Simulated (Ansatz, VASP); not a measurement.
SnSe in VASP and in Ansatz

```
CELL_PARAMETERS angstrom
0.00000 2.61688 2.61688
2.61688 0.00000 2.61688
2.61688 2.61688 0.00000
ATOMIC_POSITIONS crystal
Sn 0.00000 0.00000 0.00000
Se 0.50000 0.50000 0.50000
```

Alike in both runs: functional PBE; dispersion D3(BJ); k mesh 10 × 10 × 10; no spin polarisation.

Ansatz relaxed the structure, and its values are those at the end. VASP's run is a single point on that final structure, the one shown.

|  | VASP | Ansatz |
| --- | --- | --- |
| version | VASP 6.6.1 | Ansatz 0.2.0 |
| potentials or method | VASP PAW PBE potentials, release 64 (Sn_d, Se) | scalar-relativistic, plane waves, PAW |
| plane-wave cutoff (eV) | 520 | 420 |
| occupations | gaussian, width 0.01 eV | fixed |
| valence electrons in the cell | 20 | 30 |

|  | VASP | Ansatz | Ansatz less VASP |
| --- | --- | --- | --- |
| gap on the k mesh at the Fermi level (eV) | 0.06 | 0.06 | 0.000 |
| least direct gap on the mesh (eV) | 0.64 | 0.64 | -0.003 |

The two sets of potentials don't hold the same shells in valence.

Caveats: spin-orbit coupling is left out, which moves the levels of the heavy elements.
